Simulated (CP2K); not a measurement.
Crystal: SnTe.

```
Te Sn
1.0
     4.45597    0.00000    0.00000
     2.22799    3.85899    0.00000
     2.22799    1.28633    3.63829
Te Sn
1 1
Cartesian
  4.4560 2.5727 1.8191
  0.0000 0.0000 0.0000
```

Base run:

```yaml
Program: CP2K 2026.2
Functional: vdW-DF-cx
Potentials_or_basis: POTENTIAL_UZH Te GTH-PBE-q6, Sn GTH-PBE-q4; TZVP-MOLOPT-PBE-GTH basis
Density_cutoff: 9184 eV
k_mesh: 7 × 7 × 7
Occupations: fermi-dirac, width 0.05 eV
Spin: no spin polarisation
```

Its results: pressure 2.8 GPa.

The run is repeated on the same cell with these changes: functional from vdW-DF-cx to PBEsol. What comes out?

Pressure 1.8 GPa.

Caveats: the potentials were made for another functional, which shifts forces and pressure; the basis of atomic orbitals isn't converged, which shifts pressures, moduli and gaps.
